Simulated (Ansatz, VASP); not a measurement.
Ag in VASP and in Ansatz

Contents of INCAR:

```
SYSTEM = Ag
PREC = Accurate
ENCUT = 600
EDIFF = 1E-6
ISMEAR = -1
SIGMA = 0.08
LREAL = .FALSE.
LASPH = .TRUE.
NELM = 80
ALGO = Normal
ISIF = 3
LWAVE = .FALSE.
LCHARG = .FALSE.
GGA = PE
IBRION = 2
NSW = 60
EDIFFG = -0.005
```

Contents of KPOINTS:

```
regular mesh
0
G
  15 15 14
  0 0 0
```

POSCAR

```
Ag
1.0
    2.8346046364      0.0000000000      0.0000000000
   -1.4173023182      2.4548396248      0.0000000000
    0.0000000000      0.0000000000      2.6645283582
Ag
1
Direct
    0.0000000000      0.0000000000      0.0000000000
```

Input for Ansatz:

```yaml
crystal:
  lattice:
    - [2.8346046364, 0.0, 0.0]
    - [-1.4173023182, 2.4548396248, 0.0]
    - [0.0, 0.0, 2.6645283582]
  atoms:
    - { symbol: Ag, position: [0.0, 0.0, 0.0] }
kpoints:
  mp_grid: { grid: [15, 15, 14] }
scf:
  occupations: { method: fermi_dirac, width: 0.08 }
hamiltonian:
  xc: pbe
  pseudopotentials: { kind: paw }
output:
  forces: true
  stress: true
relax:
  f_tol: 0.005
  max_steps: 40
  cell: {}
```

Alike in both runs: task relaxation of cell and atoms; functional PBE; k mesh 15 × 15 × 14; occupations fermi-dirac, width 0.08 eV; no spin polarisation.

```csv
,VASP,Ansatz
version,VASP 6.6.1,Ansatz 0.2.0
potentials or method,"VASP PAW PBE potentials, release 64 (Ag)","PAW with Ansatz's default frozen-core files, scalar-relativistic"
plane-wave cutoff (eV),600,420
valence electrons in the cell,11,19
```

```tsv
	VASP	Ansatz	Ansatz less VASP
relaxed volume (Å³/atom)	19.39	19.43	+0.032
relaxed cell length with the largest relative difference (Å)	2.767	2.769	+0.0018
energy change over the relaxation (meV/atom)	-19	-20	-1.0
```

The two sets of potentials don't hold the same shells in valence.
